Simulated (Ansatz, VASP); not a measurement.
## KTaO3: VASP beside Ansatz

```
K Ta O
1.0
     3.89983    0.00000    0.00000
     0.00000    3.89983    0.00000
     0.00000    0.00000    3.89983
K Ta O
1 1 3
Direct
  0.50000 0.50000 0.50000
  0.00000 0.00000 0.00000
  0.50000 0.00000 0.00000
  0.00000 0.50000 0.00000
  0.00000 0.00000 0.50000
```

Alike in both runs: task single point; functional PBE; k mesh 8 × 8 × 8; occupations gaussian, width 0.02 eV; no spin polarisation.

|  | VASP | Ansatz |
| --- | --- | --- |
| version | VASP 6.6.1 | Ansatz 0.2.0 |
| potentials or method | VASP PAW PBE potentials, release 64 (K_sv, Ta_pv, O) | scalar-relativistic, plane waves, PAW |
| plane-wave cutoff (eV) | 520 | 420 |
| valence electrons in the cell | 38 | 40 |

Ansatz gave:

* gap on the k mesh at the Fermi level (eV): 2.37
* least direct gap on the mesh (eV): 2.93
* pressure (GPa): 21.9

Task: What did VASP give for the same quantities?

Result: gap on the k mesh at the Fermi level (eV): 2.32; least direct gap on the mesh (eV): 2.90; pressure (GPa): 22.9.

The two sets of potentials don't hold the same shells in valence.

Caveats: so large a pressure means that the cell lies far from this level's equilibrium, or that cutoff or potentials fall short (VASP); spin-orbit coupling is left out, which moves the levels of the heavy elements. A k mesh can miss the band edges.
